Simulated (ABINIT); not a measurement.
Planning a run of ABINIT 10.8.3 on BAs (F-43m). The input:

```
acell 3*1.0 Angstrom
rprim 
  -0.000000000000 2.388500000000 2.388500000000
  2.388500000000 -0.000000000000 2.388500000000
  2.388500000000 2.388500000000 -0.000000000000
ntypat 2
znucl 5 33
natom 2
typat 1 2
xred 
  0.000000000000 0.000000000000 0.000000000000
  0.250000000000 0.250000000000 0.250000000000
pp_dirpath "pseudos"
pseudos "B.upf, As.upf"
ecut 38
ngkpt 6 6 6
nshiftk 1
shiftk 0 0 0
kptopt 1
chksymbreak 0
istwfk *1
occopt 1
irdwfk 1
optdriver 3
nband 70
ecuteps 7.2
inclvkb 2
awtr 1
symchi 1
indata_prefix "in"
outdata_prefix "out"
tmpdata_prefix "tmp"
```

```sh
OMP_NUM_THREADS=1 mpirun -n 8 abinit run.abi > log
```

Estimate wall time and host memory on 8 MPI ranks of AMD EPYC 7B13 (Zen 3), shared host.

It took 21 s; on shared hardware allow 10 s to 41 s. Peak host memory was 1.3 GiB.

[Paths, hosts, dates, memory and timing lines, banners, echoed tables and standing remarks are left out of the program output.]

[Logs are printed without paths, hosts, clocks, repeated set-up lines and the standing remarks that a program may print on its own settings, such as how far it seeks lower states.]

[Runs of the session that timed out or met a known fault of the program may be left out.]

[Hosts, paths, dates, database ids (printed as entryN), source tags and the programs' standing remarks are cut or masked in the printed files.]

[G0W0 gaps are taken among the corrected bands and points alone; a level outside them can change the order at an edge.]

[Where Ansatz stands beside ABINIT at settings called matched, ABINIT's density can come from a denser mesh and the files from another edition; pairs whose starting gaps differed by over 0.03 eV were left out, so agreement reads better than it is.]
